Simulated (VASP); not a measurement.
# BaS (Fm-3m) in VASP: a series of runs

Aim: see how the results for BaS move with the level of theory and the settings. Levels: PBEsol, r2SCAN. Tasks: electric field gradients.

Everything below comes from runs of VASP 6.6.1. Logs are shortened: lines on timing, memory, paths and dates and some standing lists are left out, and cuts for length are marked.

**The experiment to reproduce.**

A printed reference work, monograph, original work of 1988 reports, for a bulk crystal of BaS at 2 K: band gap 3.806 eV (indirect).

The runs below are set against these values where they give the same quantity.

### 1 The cell of the first run

It takes space group Fm-3m (No. 225, cubic). Conventional cell: a = 6.388 Å, b = 6.388 Å, c = 6.388 Å, α = 90.00°, β = 90.00°, γ = 90.00°. Within 4.2 Å of Ba (site symmetry m-3m) lie 6 S at 3.19 Å. Within 4.2 Å of S (site symmetry m-3m) lie 6 Ba at 3.19 Å.

### 2 Electric field gradients, PBEsol

INCAR reads:

```
PREC = Accurate
ENCUT = 520
EDIFF = 1E-8
ISMEAR = -1
SIGMA = 0.01
LREAL = False
LASPH = True
NELM = 80
ALGO = Normal
ISIF = 2
LWAVE = False
LCHARG = False
GGA = PS
LEFG = True
NBANDS = 15
```

KPOINTS reads:

```
Automatic mesh
0
Gamma
  7 7 7
```

POSCAR reads:

```
BaS
1.0
    0.0000000000      3.1937500000      3.1937500000
    3.1937500000      0.0000000000      3.1937500000
    3.1937500000      3.1937500000      0.0000000000
Ba S
1 1
Direct
    0.0000000000      0.0000000000      0.0000000000
    0.5000000000      0.5000000000      0.5000000000
```

Potentials or basis: VASP PAW PBE potentials, release 64 (Ba_sv, S).

Launch:

```
> cat potpaw_PBE.64/Ba_sv/POTCAR potpaw_PBE.64/S/POTCAR > POTCAR
> mpirun -np 1 vasp_std > vasp.out
```

OUTCAR:

```text
PREC = Accurate
   ENCUT = 520
   EDIFF = 1E-8
   ISMEAR = -1
   LREAL = False
   LASPH = True
   NELM = 80
   ISIF = 2
   GGA = PS

 ion  position               nearest neighbor table
   1  0.000  0.000  0.000-   2 3.19   2 3.19   2 3.19   2 3.19   2 3.19   2 3.19
   2  0.500  0.500  0.500-   1 3.19   1 3.19   1 3.19   1 3.19   1 3.19   1 3.19

  LATTYP: Found a face centered cubic cell.
 ALAT       =     6.3875000000

  Lattice vectors:

 A1 = (   0.0000000000,   3.1937500000,   3.1937500000)
 A2 = (   3.1937500000,   0.0000000000,   3.1937500000)
 A3 = (   3.1937500000,   3.1937500000,   0.0000000000)

Analysis of symmetry for initial positions (statically):
=====================================================================
 Subroutine PRICEL returns:
 Original cell was already a primitive cell.

 Routine SETGRP: Setting up the symmetry group for a
 face centered cubic supercell.

 Subroutine GETGRP returns: Found 48 space group operations
 (whereof 48 operations were pure point group operations)
 out of a pool of 48 trial point group operations.

The static configuration has the point symmetry O_h .

Analysis of symmetry for dynamics (positions and initial velocities):
=====================================================================
 Subroutine PRICEL returns:
 Original cell was already a primitive cell.

 Routine SETGRP: Setting up the symmetry group for a
 face centered cubic supercell.

 Subroutine GETGRP returns: Found 48 space group operations
 (whereof 48 operations were pure point group operations)
 out of a pool of 48 trial point group operations.

The dynamic configuration has the point symmetry O_h .

 Subroutine INISYM returns: Found 48 space group operations
 (whereof 48 operations are pure point group operations),
 and found     1 'primitive' translations

----------------------------------------------------------------------------------------

                                     Primitive cell

  volume of cell :      65.1527

  direct lattice vectors                    reciprocal lattice vectors
     0.000000000  3.193750000  3.193750000    -0.156555773  0.156555773  0.156555773
     3.193750000  0.000000000  3.193750000     0.156555773 -0.156555773  0.156555773
     3.193750000  3.193750000  0.000000000     0.156555773  0.156555773 -0.156555773

  length of vectors
     4.516644565  4.516644565  4.516644565     0.271162553  0.271162553  0.271162553

  position of ions in fractional coordinates (direct lattice)
     0.000000000  0.000000000  0.000000000
     0.500000000  0.500000000  0.500000000

  ion indices of the primitive-cell ions
   primitive index   ion index
                 1           1
                 2           2

----------------------------------------------------------------------------------------

 KPOINTS: Automatic mesh

Automatic generation of k-mesh.
 Grid dimensions read from file:
 generate k-points for:    7    7    7

 Generating k-lattice:

  Cartesian coordinates                     Fractional coordinates (reciprocal lattice)
    -0.022365110  0.022365110  0.022365110     0.142857143  0.000000000  0.000000000
     0.022365110 -0.022365110  0.022365110     0.000000000  0.142857143  0.000000000
     0.022365110  0.022365110 -0.022365110     0.000000000  0.000000000  0.142857143

  Length of vectors
     0.038737508  0.038737508  0.038737508

  Shift w.r.t. Gamma in fractional coordinates (k-lattice)
     0.000000000  0.000000000  0.000000000

 Subroutine IBZKPT returns following result:
 ===========================================

 Found     20 irreducible k-points:

 Following reciprocal coordinates:
            Coordinates               Weight
  0.000000  0.000000  0.000000      1.000000
  0.142857  0.000000  0.000000      8.000000
  0.285714  0.000000  0.000000      8.000000
  0.428571  0.000000  0.000000      8.000000
  0.142857  0.142857  0.000000      6.000000
  0.285714  0.142857  0.000000     24.000000
[... 12 lines left out ...]
 -0.428571  0.428571  0.142857     24.000000
 -0.285714  0.428571  0.142857     24.000000
   k-points           NKPTS =     20   k-points in BZ     NKDIM =     20   number of bands    NBANDS=     15
   number of dos      NEDOS =    301   number of ions     NIONS =      2
   total plane-waves  NPLWV =  46656
   dimension x,y,z NGX =    36 NGY =   36 NGZ =   36
   dimension x,y,z NGXF=    72 NGYF=   72 NGZF=   72
   ions per type =               1   1
   NGX,Y,Z   is equivalent  to a cutoff of  13.25, 13.25, 13.25 a.u.
   NGXF,Y,Z  is equivalent  to a cutoff of  26.50, 26.50, 26.50 a.u.
 SYSTEM =  unknown system
   PREC   = accura    normal or accurate (medium, high low for compatibility)
   ISTART =      0    job   : 0-new  1-cont  2-samecut
   ICHARG =      2    charge: 1-file 2-atom 10-const
   ISPIN  =      1    spin polarized calculation?
   LNONCOLLINEAR =      F non collinear calculations
   LSORBIT =      F    spin-orbit coupling
   LASPH  =      T    aspherical Exc in radial PAW
   ENCUT  =  520.0 eV  38.22 Ry    6.18 a.u.   8.40  8.40  8.40*2*pi/ulx,y,z
   NELM   =     80;   NELMIN=  2; NELMDL= -5     # of ELM steps
   EDIFF  = 0.1E-07   stopping-criterion for ELM
   LREAL  =      F    real-space projection
   EDIFFG = 0.1E-06   stopping-criterion for IOM
   NSW    =      0    number of steps for IOM
   IBRION =     -1    ionic relax: 0-MD 1-quasi-New 2-CG
   NFREE  =      0    steps in history (QN), initial steepest desc. (CG)
   ISIF   =      2    stress and relaxation
   ISYM   =      2    0-nonsym 1-usesym 2-fastsym
   POTIM  = 0.5000    time-step for ionic-motion
   TEBEG  =    0.0;   TEEND  =   0.0 temperature during run
   PSTRESS=    0.0 pullay stress
   NELECT =      16.0000    total number of electrons
   NUPDOWN=      -1.0000    fix difference up-down
   EMIN   =  10.00;   EMAX   =-10.00  energy-range for DOS
   EFERMI =   0.00;   METHOD = LEGACY
   ISMEAR =    -1;   SIGMA  =   0.01  broadening in eV -4-tet -1-fermi 0-gaus
   EFERMI_NEDOS =   21; number of points for ismear=-14 and -15
   IALGO  =     38    algorithm
   IMIX   =      4    mixing-type and parameters
     AMIX     =   0.40;   BMIX     =  1.00
     AMIX_MAG =   1.60;   BMIX_MAG =  1.00
  volume/ion in A,a.u.               =      32.58       219.84
  Fermi-wavevector in a.u.,A,eV,Ry     =   1.025189  1.937326 14.299891  1.051012
  Thomas-Fermi vector in A             =   2.159016
   LORBIT       =      0    0 simple, 1 ext, 2 COOP (PROOUT), +10 PAW based schemes
   GGA     = PS    functional components
   LHFCALC =     F    Hartree Fock is set to
   AEXX    =    0.0000 exact exchange contribution
   IVDW    =     0    specifies the selected vdW correction
   LEPSILON=     F    determine dielectric tensor
   LRPA    =     F    only Hartree local field effects (RPA)
 non-spin polarized calculation
  energy-cutoff  :      520.00
  volume of cell :       65.15
 maximum number of plane-waves:      1807
 NGX is ok and might be reduce to    36
   NGX = 17   NGY = 17   NGZ = 17

 number of electron      16.0000001 magnetization

 Free energy of the ion-electron system (eV)
  ---------------------------------------------------
  ext. energy  EPLUGINS =         0.00000000
  ---------------------------------------------------
  free energy    TOTEN  =       -10.71805745 eV

  energy without entropy =      -10.71805745  energy(sigma->0) =      -10.71805745

 E-fermi :   1.6411     XC(G=0):  -8.8229

 val. band max:        1.3420231790   @ k =   0.0000   0.0000   0.0000
 cond. band min:       3.3847838185   @ k =   0.4286   0.4286   0.0000
 fundamental gap:      2.0427606395
 Fermi energy:         1.6411407445

 k-point     1 :       0.0000    0.0000    0.0000
  band No.  band energies     occupation
      1     -24.6933      2.00000
      2      -9.7355      2.00000
      3      -9.7355      2.00000
      4      -9.7355      2.00000
      5      -9.0106      2.00000
      6       1.3420      2.00000
      7       1.3420      2.00000
      8       1.3420      2.00000
      9       4.7507      0.00000
     10       5.1265      0.00000
     11       5.1265      0.00000
     12       5.1265      0.00000
     13       6.0797      0.00000
     14       6.0797      0.00000
     15       9.8555      0.00000

 k-point     2 :       0.1429    0.0000    0.0000
  band No.  band energies     occupation
      1     -24.6847      2.00000
      2     -10.1190      2.00000
      3      -9.7431      2.00000
      4      -9.7431      2.00000
      5      -8.6095      2.00000
      6       0.8077      2.00000
      7       1.0702      2.00000
      8       1.0702      2.00000
      9       5.1151      0.00000
     10       5.4329      0.00000
     11       5.4329      0.00000
     12       5.5433      0.00000
     13       6.6716      0.00000
     14       6.6716      0.00000
     15      10.6737      0.00000

 k-point     3 :       0.2857    0.0000    0.0000
  band No.  band energies     occupation
      1     -24.6654      2.00000
      2     -10.5955      2.00000
      3      -9.7600      2.00000
      4      -9.7600      2.00000
      5      -8.0905      2.00000
      6      -0.0465      2.00000
      7       0.5877      2.00000
      8       0.5877      2.00000
      9       5.4655      0.00000
     10       6.2744      0.00000
     11       6.2744      0.00000
     12       6.9019      0.00000
     13       8.0865      0.00000
     14       8.0865      0.00000
     15      11.8281      0.00000
[... 271 lines left out ...]
 k-point    19 :      -0.4286    0.4286    0.1429
  band No.  band energies     occupation
      1     -24.6360      2.00000
      2     -10.3560      2.00000
      3     -10.0137      2.00000
      4      -9.9813      2.00000
      5      -8.4784      2.00000
      6       0.4564      2.00000
      7       0.7038      2.00000
      8       0.9800      2.00000
      9       4.2263      0.00000
     10       7.0826      0.00000
     11       7.4618      0.00000
     12       8.4344      0.00000
     13       8.6702      0.00000
     14       9.3147      0.00000
     15      10.6705      0.00000

 k-point    20 :      -0.2857    0.4286    0.1429
  band No.  band energies     occupation
      1     -24.6346      2.00000
      2     -10.3937      2.00000
      3     -10.1085      2.00000
      4      -9.9576      2.00000
      5      -8.3167      2.00000
      6       0.1723      2.00000
      7       0.7357      2.00000
      8       0.8039      2.00000
      9       5.1740      0.00000
     10       6.0962      0.00000
     11       7.7021      0.00000
     12       8.3581      0.00000
     13       8.5424      0.00000
     14      10.4252      0.00000
     15      11.4425      0.00000

------------------------ aborting loop because EDIFF is reached ----------------------------------------

  FORCE on cell =-STRESS in cart. coord.  units (eV):
  Direction    XX          YY          ZZ          XY          YZ          ZX
  --------------------------------------------------------------------------------------
  -------------------------------------------------------------------------------------
  Total       -0.2161154     -0.2161154     -0.2161154      0.0000000      0.0000000     -0.0000000
  in kB       -5.3145136     -5.3145136     -5.3145136      0.0000000      0.0000000     -0.0000000
  external PRESSURE =      -5.3145136 kB  Pullay stress =       0.0000000 kB

 VOLUME and BASIS-vectors are now :
 -----------------------------------------------------------------------------
  energy-cutoff  :      520.00
  volume of cell :       65.15
      direct lattice vectors                 reciprocal lattice vectors
     0.000000000  3.193750000  3.193750000    -0.156555773  0.156555773  0.156555773
     3.193750000  0.000000000  3.193750000     0.156555773 -0.156555773  0.156555773
     3.193750000  3.193750000  0.000000000     0.156555773  0.156555773 -0.156555773

 POSITION                                       TOTAL-FORCE (eV/Angst)
 -----------------------------------------------------------------------------------
      0.00000      0.00000      0.00000        -0.000000     -0.000000     -0.000000
      3.19375      3.19375      3.19375         0.000000      0.000000      0.000000
 -----------------------------------------------------------------------------------
    total drift:                                0.000000      0.000000      0.000000

  FREE ENERGIE OF THE ION-ELECTRON SYSTEM (eV)
  ---------------------------------------------------
  free  energy   TOTEN  =       -10.7180574532 eV

  energy  without entropy=      -10.7180574532  energy(sigma->0) =      -10.71805745

 Electric field gradients (V/A^2)
---------------------------------------------------------------------
 ion       V_xx      V_yy      V_zz      V_xy      V_xz      V_yz
---------------------------------------------------------------------
   1      -0.000    -0.000    -0.000     0.000     0.000     0.000
   2      -0.000     0.000     0.000     0.000     0.000     0.000
---------------------------------------------------------------------

 Electric field gradients after diagonalization (V/A^2)
 (convention: |V_zz| > |V_xx| > |V_yy|)
----------------------------------------------------------------------
 ion       V_xx      V_yy      V_zz     asymmetry (V_yy - V_xx)/ V_zz
----------------------------------------------------------------------
   1      -0.000    -0.000     0.000       0.000
   2      -0.000    -0.000     0.001       0.000
----------------------------------------------------------------------

           NMR quadrupolar parameters

 Cq : quadrupolar parameter    Cq=e*Q*V_zz/h
 eta: asymmetry parameters     (V_yy - V_xx)/ V_zz
 Q  : nuclear electric quadrupole moment in mb (millibarn)
----------------------------------------------------------------------
 ion       Cq(MHz)       eta       Q (mb)
----------------------------------------------------------------------
   1       0.000       0.000       1.000
   2       0.000       0.000       1.000
----------------------------------------------------------------------
```

It took 49 s on 1 thread of Intel Xeon 8259CL, shared host; peak memory 0.21 GiB.

Results:

```
Free energy                             : -10.7181 eV
Pressure                                : -0.5 GPa
Band gap on the k mesh                  : 2.04 eV (least direct gap 2.19 eV)
Largest electric field gradient by atom : zero within the noise of the run
```

Caveat: the PAW data sets were made with another functional, which shifts forces and pressure a little; spin-orbit coupling is left out, which moves the levels of the heavy elements; an odd mesh through Γ misses points on the zone boundary, where band edges can lie.

[end of part 1 of 2]
